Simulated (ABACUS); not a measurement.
The system is Te2Pt (Moncheite).

```
CELL_PARAMETERS angstrom
4.01000 0.00000 0.00000
-2.00500 3.47276 0.00000
0.00000 0.00000 5.20100
ATOMIC_POSITIONS crystal
Pt 0.00000 0.00000 0.00000
Te 0.66667 0.33333 0.75000
Te 0.33333 0.66667 0.25000
```

| Quantity | Value |
| --- | --- |
| Program | ABACUS 3.10.1 |
| Task | single point |
| Functional | PBE |
| Potentials or basis | PseudoDojo NC SR 0.4.1 PBE standard |
| Cutoff | 1143 eV |
| Density cutoff | 4572 eV |
| Basis | plane waves |
| k mesh | 8 × 8 × 5 |
| Occupations | fermi-dirac, width 0.05 eV |
| Spin | no spin polarisation |

On this cell: pressure 9.1 GPa; largest force 1.051 eV/Å; band gap on the k mesh none (metal or under the smearing width).

The same run follows on a disturbed copy (atoms moved at random, drawn with an rms of 0.05 Å):

```
CELL_PARAMETERS angstrom
4.01000 0.00000 0.00000
-2.00500 3.47276 0.00000
0.00000 0.00000 5.20100
ATOMIC_POSITIONS crystal
Pt 0.00345 0.00833 0.00296
Te 0.67638 0.33636 0.75095
Te 0.32650 0.67186 0.24278
```

**Question.** What does the disturbed cell give?

**Answer.** The energy (extrapolated to zero smearing) moves by +22.9 meV/atom; pressure 10.4 GPa; largest force 1.607 eV/Å; band gap on the k mesh none (metal or under the smearing width).

Forces on the atoms (eV/Å):
```
Pt  -0.017 -0.219 -0.402
Te  -0.290  0.146 -1.174
Te   0.307  0.072  1.576
```

Stress tensor (GPa, compression positive):
```
11.20 -0.91  1.47
-0.91 10.96 -0.21
 1.47 -0.21  9.02
```

Caveats: forces of over 1 eV/Å show positions far from the minimum, so gaps and moduli don't describe the material at rest (some runs).
